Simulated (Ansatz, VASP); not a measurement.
ZrB2 in VASP and in Ansatz

File INCAR:

```
SYSTEM = ZrB2
ALGO = Normal
EDIFF = 1E-6
ENCUT = 520
GGA = CA
ISIF = 2
ISMEAR = 0
LASPH = .TRUE.
LCHARG = .FALSE.
LREAL = .FALSE.
LWAVE = .FALSE.
NBANDS = 16
NELM = 80
PREC = Accurate
SIGMA = 0.05
```

KPOINTS

```
k-points
0
G
  12 12 10
  0 0 0
```

POSCAR

```
ZrB2
1.0
    3.1709581027      0.0000000000      0.0000000000
   -1.5854790513      2.7461302713      0.0000000000
    0.0000000000      0.0000000000      3.5427929303
Zr B
1 2
Direct
    0.0000000000      0.0000000000      0.0000000000
    0.3333333333      0.6666666667      0.5000000000
    0.6666666667      0.3333333333      0.5000000000
```

Input for Ansatz:

```yaml
crystal:
  lattice:
    - [3.1709581027, 0.0, 0.0]
    - [-1.5854790513, 2.7461302713, 0.0]
    - [0.0, 0.0, 3.5427929303]
  atoms:
    - { symbol: Zr, position: [0.0, 0.0, 0.0] }
    - { symbol: B, position: [0.3333333333, 0.6666666667, 0.5] }
    - { symbol: B, position: [0.6666666667, 0.3333333333, 0.5] }
basis:
  ecutwfc: 420
  ecutrho_ratio: 4
kpoints:
  mp_grid: { grid: [12, 12, 10] }
hamiltonian:
  xc: lda
scf:
  occupations: { method: gaussian, width: 0.05 }
output:
  forces: true
  stress: true
  eigenvalues: true
  populations: true
```

Alike in both runs: task single point; functional LDA; k mesh 12 × 12 × 10; occupations gaussian, width 0.05 eV; no spin polarisation.

|  | VASP | Ansatz |
| --- | --- | --- |
| version | VASP 6.6.1 | Ansatz 0.2.0 |
| potentials or method | VASP PAW LDA potentials, release 64 (Zr_sv, B) | scalar-relativistic, plane waves, PAW |
| plane-wave cutoff (eV) | 520 | 420 |
| valence electrons in the cell | 18 | 18 |

|  | VASP | Ansatz | Ansatz less VASP |
| --- | --- | --- | --- |
| gap on the k mesh at the Fermi level (eV) | none | none | - |
| pressure (GPa) | -9.1 | -9.5 | -0.44 |
| largest component of the traceless stress (GPa) | 0.04 | 0.08 | +0.035 |

A gap of «none» marks a metal or a gap that the smearing closes.
